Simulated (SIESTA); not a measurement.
This SIESTA 5.4.2 run on SiO2 needs a look.

run.py

```python
from ase.io import read
from ase.calculators.siesta import Siesta
from ase.units import Ry, GPa

atoms = read("SiO2.xyz")

fdf = {
    'SCFMustConverge': False,
    'OccupationFunction': 'FD',
    'ElectronicTemperature': '0.05 eV',
    'MaxSCFIterations': '100',
    'SCF.Mixer.Method': 'Linear',
    'SCF.Mixer.Weight': '0.9',
    'SCF.Mixer.History': '8',
    'SCF.DM.Tolerance': '5.0e-05',
    'SCF.H.Tolerance': '1.0e-03 eV',
    'WriteForces': 'true',
    'Charge.Mulliken': 'end',
}
calc = Siesta(
    label="SiO2",
    command="siesta < PREFIX.fdf > PREFIX.out",
    pseudo_path="pseudos",
    pseudo_qualifier="",
    xc=('GGA', 'PBE'),
    basis_set="DZP",
    mesh_cutoff=800 * Ry,
    energy_shift=0.003 * Ry,
    kpts=[6, 6, 5],
    spin="non-polarized",
    fdf_arguments=fdf,
)
atoms.calc = calc

print(f"energy = {atoms.get_potential_energy():.6f} eV")
free = atoms.get_potential_energy(force_consistent=True)
print(f"free energy = {free:.6f} eV")
print("forces (eV/A):")
print(atoms.get_forces(apply_constraint=False).round(6))
print("stress (GPa, Voigt order, tension positive):", (atoms.get_stress() / GPa).round(4))
```

Contents of SiO2.xyz:

```xyz
9
Lattice="5.0605222284 0.0000000000 0.0000000000 -2.5302611142 4.3825408062 0.0000000000 0.0000000000 0.0000000000 5.5413533100" Properties=species:S:1:pos:R:3 pbc="T T T"
Si     2.5302611142      0.0000000000      0.0000000000
Si     1.2651305571      2.1912704031      3.6942355402
Si    -1.2651305571      2.1912704031      1.8471177698
O     -0.9467829464      3.4683192598      0.9235588852
O      0.0000000000      1.8284430928      2.7706766550
O      1.5834781678      0.9142215464      4.6177944248
O      3.4770440606      0.9142215464      0.9235588852
O      2.5302611142      2.5540977134      2.7706766550
O      0.9467829464      3.4683192598      4.6177944248
```

Potentials or basis: PseudoDojo 0.4 standard (PBE files), DZP (energy shift 0.003 Ry).

The run is started by

```bash
$ python run.py
```

Output:

```text

```

Task: How did it end, and where is the flaw?

Result: The calculation hadn't finished when its time ran out. The input holds a flaw that was put in on purpose: linear mixing with far too large a weight (SCF.Mixer.Method = Linear; SCF.Mixer.Weight = 0.9).
